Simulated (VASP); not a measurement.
# Hf (P6_3/mmc) in VASP: notebook, part 2 of 2

VASP 6.6.1. Earlier steps stand in the parts before.

**6. Equation of state, PBE, 21.93 Å³/atom (volume scaled by 0.98)**

File INCAR:

```
PREC = Accurate
ENCUT = 520
EDIFF = 1E-7
ISMEAR = -1
SIGMA = 0.05
LREAL = False
LASPH = True
NELM = 80
ALGO = Normal
ISIF = 2
LWAVE = False
LCHARG = False
GGA = PE
NBANDS = 17
```

File KPOINTS:

```
Automatic mesh
0
Gamma
  10 10 5
```

File POSCAR:

```
Hf
1.0
    3.1752449911      0.0000000000      0.0000000000
   -1.5876224956      2.7498428256      0.0000000000
    0.0000000000      0.0000000000      5.0238540107
Hf
2
Direct
    0.6666666667      0.3333333333      0.7500000000
    0.3333333333      0.6666666667      0.2500000000
```

Potentials or basis: VASP PAW PBE potentials, release 64 (Hf_pv).

The run is started by

```
cat potpaw_PBE.64/Hf_pv/POTCAR > POTCAR
mpirun -np 1 vasp_std > vasp.out
```

Run time: 28 s. Hardware: 1 thread of Intel Xeon Platinum 8488C (Sapphire Rapids), shared host; peak memory 0.16 GiB.

The run converged. Its results:

| Item | Value |
| --- | --- |
| Free energy | -19.8478 eV |
| Pressure | 2.4 GPa |
| Band gap on the k mesh | none (metal or under the smearing width) |

**7. Equation of state, PBE, 22.83 Å³/atom (volume scaled by 1.02)**

File INCAR:

```
SYSTEM = Hf
PREC = Accurate
ENCUT = 520
EDIFF = 1E-7
ISMEAR = -1
SIGMA = 0.05
LREAL = .False.
LASPH = .True.
NELM = 100
ALGO = Normal
ISIF = 2
LWAVE = .False.
LCHARG = .False.
GGA = PE
NBANDS = 17
```

File KPOINTS:

```
regular mesh
0
Gamma
  10 10 5
  0 0 0
```

File POSCAR:

```
Hf
1.0
    3.2178708157      0.0000000000      0.0000000000
   -1.6089354078      2.7867578725      0.0000000000
    0.0000000000      0.0000000000      5.0912963404
Hf
2
Direct
    0.6666666667      0.3333333333      0.7500000000
    0.3333333333      0.6666666667      0.2500000000
```

The run is started by

```
cat potpaw_PBE.64/Hf_pv/POTCAR > POTCAR
mpirun -np 1 vasp_std > vasp.out
```

Run time: 21 s. Hardware: 1 thread of Intel Xeon Platinum 8488C (Sapphire Rapids), shared host; peak memory 0.16 GiB.

The run converged. Its results:

```
Free energy            : -19.8502 eV
Pressure               : -1.9 GPa
Band gap on the k mesh : none (metal or under the smearing width)
```

**8. Equation of state, PBE, 23.28 Å³/atom (volume scaled by 1.04)**

INCAR: that of step 7 with these lines changed.

```diff
@@ -8,3 +8,3 @@
 LASPH = .True.
-NELM = 100
+NELM = 60
 ALGO = Normal
```

KPOINTS is that of step 7.

File POSCAR:

```
Hf
1.0
    3.2387666662      0.0000000000      0.0000000000
   -1.6193833331      2.8048542099      0.0000000000
    0.0000000000      0.0000000000      5.1243576326
Hf
2
Direct
    0.6666666667      0.3333333333      0.7500000000
    0.3333333333      0.6666666667      0.2500000000
```

The run is started by

```
cat potpaw_PBE.64/Hf_pv/POTCAR > POTCAR
mpirun -np 1 vasp_std > vasp.out
```

It took 32 s on 1 thread of Intel Xeon Platinum 8488C (Sapphire Rapids), shared host; peak memory 0.16 GiB.

The run converged. Its results:

```
Free energy            : -19.8342 eV
Pressure               : -3.8 GPa
Band gap on the k mesh : none (metal or under the smearing width)
```

**9. Equation of state, PBE, 23.72 Å³/atom (volume scaled by 1.06)**

File INCAR:

```
ALGO = Normal
EDIFF = 1E-7
ENCUT = 520
GGA = PE
ISIF = 2
ISMEAR = -1
LASPH = T
LCHARG = F
LREAL = F
LWAVE = F
NBANDS = 17
NELM = 60
PREC = Accurate
SIGMA = 0.05
```

File KPOINTS:

```
k-points
0
Gamma
  10 10 5
```

File POSCAR:

```
Hf
1.0
    3.2593963094      0.0000000000      0.0000000000
   -1.6296981547      2.8227200050      0.0000000000
    0.0000000000      0.0000000000      5.1569977332
Hf
2
Direct
    0.6666666667      0.3333333333      0.7500000000
    0.3333333333      0.6666666667      0.2500000000
```

Potentials or basis: VASP PAW PBE potentials, release 64 (Hf_pv).

The run is started by

```
cat potpaw_PBE.64/Hf_pv/POTCAR > POTCAR
mpirun -np 1 vasp_std > vasp.out
```

It took 27 s on 1 thread of Intel Xeon Platinum 8488C (Sapphire Rapids), shared host; peak memory 0.17 GiB.

The run converged. Its results:

```
Free energy            : -19.8080 eV
Pressure               : -5.5 GPa
Band gap on the k mesh : none (metal or under the smearing width)
```

**10. Equation of state, PBE**

Potentials or basis: VASP PAW PBE potentials, release 64 (Hf_pv).

No new run: the results of the series are fitted here.

Results:

| Property | Result |
| --- | --- |
| Equilibrium volume | 22.42 Å³/atom |
| Bulk modulus at fixed shape and positions | 108 GPa |
| Pressure derivative of the bulk modulus | 3.5 |

Energy against volume, from the lowest point:
| volume (Å³/atom) | energy (meV/atom) |
| --- | --- |
| 21.037 | 31.43 |
| 21.485 | 13.90 |
| 21.933 | 3.63 |
| 22.380 | 0.00 |
| 22.828 | 2.45 |
| 23.276 | 10.45 |
| 23.723 | 23.51 |

Caveat: the cell was scaled at fixed shape and fractional positions, which overstates the stiffness of a crystal with free parameters, most of all of layers and chains. The run has no spin-orbit coupling, so splittings on Hf are missing.

**11. Single point, PBEsol**

File INCAR:

```
PREC     = Accurate       # precision mode
ENCUT    = 520            # plane-wave cutoff, eV
EDIFF    = 1E-7           # SCF threshold, eV
ISMEAR   = -1             # smearing method
SIGMA    = 0.05           # smearing width, eV
LREAL    = False          # projectors in reciprocal space
LASPH    = True           # aspherical terms in the spheres
NELM     = 100            # most SCF steps
ALGO     = Normal         # electronic algorithm
ISIF     = 2              # what is computed and relaxed
LWAVE    = False          # write WAVECAR
LCHARG   = False          # write CHGCAR
GGA      = PS             # functional
NBANDS   = 17             # bands
```

File KPOINTS:

```
Automatic mesh
0
Gamma
  10 10 5
```

File POSCAR:

```
Hf
1.0
    3.1967000000      0.0000000000      0.0000000000
   -1.5983500000      2.7684234083      0.0000000000
    0.0000000000      0.0000000000      5.0578000000
Hf
2
Direct
    0.6666666667      0.3333333333      0.7500000000
    0.3333333333      0.6666666667      0.2500000000
```

The run is started by

```
cat potpaw_PBE.64/Hf_pv/POTCAR > POTCAR
mpirun -np 1 vasp_std > vasp.out
```

Wall time 12 s (1 thread of AMD EPYC 9R45 (Zen 5), shared host); peak memory 0.14 GiB.

It converged, with:

| Item | Value |
| --- | --- |
| Free energy | -20.9897 eV |
| Pressure | -4.3 GPa |
| Band gap on the k mesh | none (metal or under the smearing width) |

Stress tensor (GPa, compression positive):
```
-4.13  0.00  0.00
 0.00 -4.13  0.00
 0.00  0.00 -4.65
```

Levels at points of the mesh, in eV from the Fermi level:
```csv
k point,band 7,band 8,band 9,band 10,band 11,band 12,band 13,band 14
"(0.00, 0.00, 0.00)",-7.37,-3.70,0.68,1.18,1.18,1.46,2.00,2.00
"(0.50, 0.00, 0.00)",-3.35,-2.73,-2.21,-0.77,0.79,0.88,1.68,5.90
```

Caveat: the PAW data sets were made with another functional, which shifts forces and pressure a little.

**12. Equation of state, PBEsol, 21.04 Å³/atom (volume scaled by 0.94)**

INCAR is that of step 11.

KPOINTS is that of step 11.

File POSCAR:

```
Hf
1.0
    3.1314429137      0.0000000000      0.0000000000
   -1.5657214569      2.7119091138      0.0000000000
    0.0000000000      0.0000000000      4.9545506207
Hf
2
Direct
    0.6666666667      0.3333333333      0.7500000000
    0.3333333333      0.6666666667      0.2500000000
```

Potentials or basis: VASP PAW PBE potentials, release 64 (Hf_pv).

The run is started by

```
cat potpaw_PBE.64/Hf_pv/POTCAR > POTCAR
mpirun -np 1 vasp_std > vasp.out
```

Wall time 12 s (1 thread of AMD EPYC 9R45 (Zen 5), shared host); peak memory 0.14 GiB.

The run converged. Its results:

* Free energy: -21.0064 eV
* Pressure: 2.6 GPa
* Band gap on the k mesh: none (metal or under the smearing width)

Caveat: the PAW data sets were made with another functional, which shifts forces and pressure a little.

**13. Equation of state, PBEsol, 21.49 Å³/atom (volume scaled by 0.96)**

INCAR is that of step 12.

KPOINTS is that of step 12.

File POSCAR:

```
Hf
1.0
    3.1534960552      0.0000000000      0.0000000000
   -1.5767480276      2.7310076946      0.0000000000
    0.0000000000      0.0000000000      4.9894429718
Hf
2
Direct
    0.6666666667      0.3333333333      0.7500000000
    0.3333333333      0.6666666667      0.2500000000
```

The run is started by

```
cat potpaw_PBE.64/Hf_pv/POTCAR > POTCAR
mpirun -np 1 vasp_std > vasp.out
```

It took 12 s on 1 thread of AMD EPYC 9R45 (Zen 5), shared host; peak memory 0.14 GiB.

The run converged. Its results:

| Item | Value |
| --- | --- |
| Free energy | -21.0138 eV |
| Pressure | 0.1 GPa |
| Band gap on the k mesh | none (metal or under the smearing width) |

Caveat: the PAW data sets were made with another functional, which shifts forces and pressure a little.

**14. Equation of state, PBEsol, 21.93 Å³/atom (volume scaled by 0.98)**

INCAR is that of step 13.

KPOINTS is that of step 13.

File POSCAR:

```
Hf
1.0
    3.1752449911      0.0000000000      0.0000000000
   -1.5876224956      2.7498428256      0.0000000000
    0.0000000000      0.0000000000      5.0238540107
Hf
2
Direct
    0.6666666667      0.3333333333      0.7500000000
    0.3333333333      0.6666666667      0.2500000000
```

The run is started by

```
cat potpaw_PBE.64/Hf_pv/POTCAR > POTCAR
mpirun -np 1 vasp_std > vasp.out
```

Wall time 12 s (1 thread of AMD EPYC 9R45 (Zen 5), shared host); peak memory 0.14 GiB.

It converged, with:

| Item | Value |
| --- | --- |
| Free energy | -21.0079 eV |
| Pressure | -2.2 GPa |
| Band gap on the k mesh | none (metal or under the smearing width) |

Caveat: the PAW data sets were made with another functional, which shifts forces and pressure a little.

**15. Equation of state, PBEsol, 22.83 Å³/atom (volume scaled by 1.02)**

INCAR is that of step 14.

KPOINTS is that of step 14.

File POSCAR:

```
Hf
1.0
    3.2178708157      0.0000000000      0.0000000000
   -1.6089354078      2.7867578725      0.0000000000
    0.0000000000      0.0000000000      5.0912963404
Hf
2
Direct
    0.6666666667      0.3333333333      0.7500000000
    0.3333333333      0.6666666667      0.2500000000
```

Potentials or basis: VASP PAW PBE potentials, release 64 (Hf_pv).

The run is started by

```
cat potpaw_PBE.64/Hf_pv/POTCAR > POTCAR
mpirun -np 1 vasp_std > vasp.out
```

It took 13 s on 1 thread of AMD EPYC 9R45 (Zen 5), shared host; peak memory 0.14 GiB.

It converged, with:

```yaml
Free_energy: -20.9604 eV
Pressure: -6.2 GPa
Band_gap_on_the_k_mesh: none (metal or under the smearing width)
```

Caveat: the PAW data sets were made with another functional, which shifts forces and pressure a little.

**16. Equation of state, PBEsol, 23.28 Å³/atom (volume scaled by 1.04)**

INCAR is that of step 15.

KPOINTS is that of step 15.

File POSCAR:

```
Hf
1.0
    3.2387666662      0.0000000000      0.0000000000
   -1.6193833331      2.8048542099      0.0000000000
    0.0000000000      0.0000000000      5.1243576326
Hf
2
Direct
    0.6666666667      0.3333333333      0.7500000000
    0.3333333333      0.6666666667      0.2500000000
```

The run is started by

```
cat potpaw_PBE.64/Hf_pv/POTCAR > POTCAR
mpirun -np 1 vasp_std > vasp.out
```

Wall time 12 s (1 thread of AMD EPYC 9R45 (Zen 5), shared host); peak memory 0.14 GiB.

It converged, with:

- Free energy: -20.9209 eV
- Pressure: -7.9 GPa
- Band gap on the k mesh: none (metal or under the smearing width)

Caveat: the PAW data sets were made with another functional, which shifts forces and pressure a little.

**17. Equation of state, PBEsol, 23.72 Å³/atom (volume scaled by 1.06)**

INCAR is that of step 16.

KPOINTS is that of step 16.

File POSCAR:

```
Hf
1.0
    3.2593963094      0.0000000000      0.0000000000
   -1.6296981547      2.8227200050      0.0000000000
    0.0000000000      0.0000000000      5.1569977332
Hf
2
Direct
    0.6666666667      0.3333333333      0.7500000000
    0.3333333333      0.6666666667      0.2500000000
```

The run is started by

```
cat potpaw_PBE.64/Hf_pv/POTCAR > POTCAR
mpirun -np 1 vasp_std > vasp.out
```

Wall time 13 s (1 thread of AMD EPYC 9R45 (Zen 5), shared host); peak memory 0.14 GiB.

It converged, with:

```yaml
Free_energy: -20.8722 eV
Pressure: -9.5 GPa
Band_gap_on_the_k_mesh: none (metal or under the smearing width)
```

Caveat: the PAW data sets were made with another functional, which shifts forces and pressure a little.

**18. Single point, PBEsol (atoms moved at random, drawn with an rms of 0.05 Å)**

INCAR is that of step 17.

KPOINTS is that of step 17.

File POSCAR:

```
Hf
1.0
    3.1967000000      0.0000000000      0.0000000000
   -1.5983500000      2.7684234083      0.0000000000
    0.0000000000      0.0000000000      5.0578000000
Hf
2
Direct
    0.6707990000      0.3463000000      0.7545060000
    0.3256540000      0.6728700000      0.2466750000
```

Potentials or basis: VASP PAW PBE potentials, release 64 (Hf_pv).

The run is started by

```
cat potpaw_PBE.64/Hf_pv/POTCAR > POTCAR
mpirun -np 1 vasp_std > vasp.out
```

OUTCAR:

```text
PREC = Accurate
   ENCUT = 520
   EDIFF = 1E-7
   ISMEAR = -1
   LREAL = False
   LASPH = True
   NELM = 100
   ISIF = 2
   GGA = PS

 ion  position               nearest neighbor table
   1  0.671  0.346  0.755-   2 3.08   2 3.11   2 3.11   2 3.14   2 3.17   2 3.17
   2  0.326  0.673  0.247-   1 3.08   1 3.11   1 3.11   1 3.14   1 3.17   1 3.17

  LATTYP: Found a hexagonal cell.
 ALAT       =     3.1967000000
 C/A-ratio  =     1.5821941377

  Lattice vectors:

 A1 = (   3.1967000000,   0.0000000000,   0.0000000000)
 A2 = (  -1.5983500000,   2.7684234083,   0.0000000000)
 A3 = (   0.0000000000,   0.0000000000,   5.0578000000)

Analysis of symmetry for initial positions (statically):
=====================================================================
 Subroutine PRICEL returns:
 Original cell was already a primitive cell.

 Routine SETGRP: Setting up the symmetry group for a
 hexagonal supercell.

 Subroutine GETGRP returns: Found  2 space group operations
 (whereof  1 operations were pure point group operations)
 out of a pool of 24 trial point group operations.

The static configuration has the point symmetry C_1 .
[... 162 lines left out ...]

 E-fermi :   4.7448     XC(G=0): -11.3884

 val. band max:        4.7447474903   @ k =  -0.4000  -0.3000   0.4000
 cond. band min:       4.7488369387   @ k =   0.1000  -0.2000   0.2000
 fundamental gap:      0.0040894484
 Fermi energy:         4.7448118800

 k-point     1 :       0.0000    0.0000    0.0000
  band No.  band energies     occupation
      1     -26.2755      2.00000
      2     -25.5294      2.00000
      3     -25.5191      2.00000
      4     -25.4000      2.00000
      5     -25.3988      2.00000
      6     -25.3905      2.00000
[... 457 lines left out ...]
      4     -25.6020      2.00000
      5     -25.4833      2.00000
      6     -25.4632      2.00000
[... 9 lines left out ...]
     16       8.7834      0.00000
     17      10.7285      0.00000

 [... further k-points ...]

------------------------ aborting loop because EDIFF is reached ----------------------------------------

  FORCE on cell =-STRESS in cart. coord.  units (eV):
  Direction    XX          YY          ZZ          XY          YZ          ZX
  --------------------------------------------------------------------------------------
  -------------------------------------------------------------------------------------
  Total       -1.1069596     -1.1933452     -1.2540462      0.0627711      0.0094573      0.0138801
  in kB      -39.6229040    -42.7150206    -44.8877762      2.2468522      0.3385174      0.4968286
  external PRESSURE =     -42.4085669 kB  Pullay stress =       0.0000000 kB

 VOLUME and BASIS-vectors are now :
 -----------------------------------------------------------------------------
  energy-cutoff  :      520.00
  volume of cell :       44.76
      direct lattice vectors                 reciprocal lattice vectors
     3.196700000  0.000000000  0.000000000     0.312822598  0.180608211  0.000000000
    -1.598350000  2.768423408  0.000000000     0.000000000  0.361216423  0.000000000
     0.000000000  0.000000000  5.057800000     0.000000000  0.000000000  0.197714421

 POSITION                                       TOTAL-FORCE (eV/Angst)
 -----------------------------------------------------------------------------------
      1.59083      0.95871      3.81614        -0.060373     -0.041607     -0.120368
     -0.03446      1.86279      1.24763         0.060373      0.041607      0.120368
 -----------------------------------------------------------------------------------
    total drift:                               -0.000001     -0.000001      0.000001

  FREE ENERGIE OF THE ION-ELECTRON SYSTEM (eV)
  ---------------------------------------------------
  free  energy   TOTEN  =       -20.9861920983 eV

  energy  without entropy=      -20.9751150212  energy(sigma->0) =      -20.98065356
```

stdout:

```text
POSCAR found type information on POSCAR Hf
 POSCAR found :  1 types and       2 ions
 scaLAPACK will be used
 -----------------------------------------------------------------------------
|                                                                             |
|                                                                             |
|     You enforced a specific xc type in the INCAR file but a different       |
|     I HOPE YOU KNOW WHAT YOU ARE DOING!                                     |
|                                                                             |
 -----------------------------------------------------------------------------

 LDA part: xc-table for (Slater+PW92), standard interpolation
 POSCAR, INCAR and KPOINTS ok, starting setup
 FFT: planning ... GRIDC
 FFT: planning ... GRID_SOFT
 FFT: planning ... GRID
 WAVECAR not read
 entering main loop
```

Wall time 64 s (1 thread of AMD EPYC 9R45 (Zen 5), shared host); peak memory 0.25 GiB.

What came out:

```yaml
Free_energy: -20.9862 eV
Pressure: -4.2 GPa
Largest_force: 0.141 eV/Å
Band_gap_on_the_k_mesh: none (metal or under the smearing width)
```

Forces on the atoms (eV/Å):
```
Hf  -0.060 -0.042 -0.120
Hf   0.060  0.042  0.120
```

Caveat: the PAW data sets were made with another functional, which shifts forces and pressure a little.

**19. Equation of state, PBEsol**

Potentials or basis: VASP PAW PBE potentials, release 64 (Hf_pv).

No new run: the results of the series are fitted here.

What came out:

- Equilibrium volume: 21.50 Å³/atom
- Bulk modulus at fixed shape and positions: 115 GPa
- Pressure derivative of the bulk modulus: 3.5

Energy against volume, from the lowest point:
```
volume (Å³/atom)  energy (meV/atom)
          21.037               3.73
          21.485               0.00
          21.933               2.97
          22.380              12.05
          22.828              26.71
          23.276              46.44
          23.723              70.80
```

Caveat: the cell was scaled at fixed shape and fractional positions, which overstates the stiffness of a crystal with free parameters, most of all of layers and chains; the PAW data sets were made with another functional, which shifts forces and pressure a little. Spin-orbit coupling is left out, which matters for the levels of Hf.

**20. The runs side by side**

| task | level | cell | ladder | gap on the mesh (eV) | pressure (GPa) | V0 of scaled cells (Å³/atom) | B0 (GPa) | largest force (eV/Å) |
| --- | --- | --- | --- | --- | --- | --- | --- | --- |
| single point | PBE | as given | - | none | 0.2 | - | - | - |
| single point | PBE | atoms moved at random, drawn with an rms of 0.05 Å | - | none | 0.2 | - | - | 0.16 |
| equation of state | PBE | as given | - | - | - | 22.42 | 108 | - |
| single point | PBEsol | as given | free | none | -4.3 | - | - | - |
| single point | PBEsol | atoms moved at random, drawn with an rms of 0.05 Å | free | none | -4.2 | - | - | 0.14 |
| equation of state | PBEsol | as given | free | - | - | 21.50 | 115 | - |

Alike in all rows: potentials or basis VASP PAW PBE potentials, release 64 (Hf_pv); no spin polarisation; k mesh 10 × 10 × 5; cutoff (eV) 520; smearing fermi-dirac 0.05 eV.

Caveats: the PAW data sets were made with another functional, which shifts forces and pressure a little (some runs); the cell was scaled at fixed shape and fractional positions, which overstates the stiffness of a crystal with free parameters, most of all of layers and chains (some runs).

Absolute energies hang on the potentials; compare differences alone.
